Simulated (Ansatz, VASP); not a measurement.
As in VASP and in Ansatz

The input INCAR:

```
ALGO = Normal
EDIFF = 1E-6
ENCUT = 520
GGA = PE
ISIF = 2
ISMEAR = 0
IVDW = 12
LASPH = T
LCHARG = F
LREAL = F
LWAVE = F
NBANDS = 12
NELM = 80
PREC = Accurate
SIGMA = 0.15
```

Contents of KPOINTS:

```
k-points
0
Gamma
  15 15 15
```

File POSCAR:

```
As
1.0
    1.8797494575      1.0852738553      3.4857700000
   -1.8797494575      1.0852738553      3.4857700000
    0.0000000000     -2.1705477106      3.4857700000
As
2
Direct
    0.2275400000      0.2275400000      0.2275400000
    0.7724600000      0.7724600000      0.7724600000
```

Input for Ansatz:

```yaml
crystal:
  lattice:
    - [1.8797494575, 1.0852738553, 3.48577]
    - [-1.8797494575, 1.0852738553, 3.48577]
    - [0.0, -2.1705477106, 3.48577]
  atoms:
    - { symbol: As, position: [0.22754, 0.22754, 0.22754] }
    - { symbol: As, position: [0.77246, 0.77246, 0.77246] }
basis:
  ecutwfc: 420
kpoints:
  mp_grid: { grid: [15, 15, 15] }
hamiltonian:
  xc: pbe
  dispersion: d3bj
scf:
  occupations: { method: gaussian, width: 0.15 }
output:
  forces: true
  stress: true
  eigenvalues: true
```

Alike in both runs: task single point; functional PBE; dispersion D3(BJ); k mesh 15 × 15 × 15; occupations gaussian, width 0.15 eV; no spin polarisation.

```csv
,VASP,Ansatz
version,VASP 6.6.1,Ansatz 0.2.0
potentials or method,"VASP PAW PBE potentials, release 64 (As)","scalar-relativistic, plane waves, PAW"
plane-wave cutoff (eV),520,420
valence electrons in the cell,10,30
```

```csv
,VASP,Ansatz,Ansatz less VASP
gap on the k mesh at the Fermi level (eV),none,none,-
pressure (GPa),0.7,0.3,-0.32
largest component of the traceless stress (GPa),0.79,0.70,-0.087
rms of the force components (eV/Å),0.160,0.128,-0.0325
```

Atom by atom the forces differ by 0.033 eV/Å (rms over components). A gap of «none» marks a metal or a gap that the smearing closes. The two sets of potentials don't hold the same shells in valence.

Caveats: pairwise dispersion overbinds metals, which lowers pressure and volume.
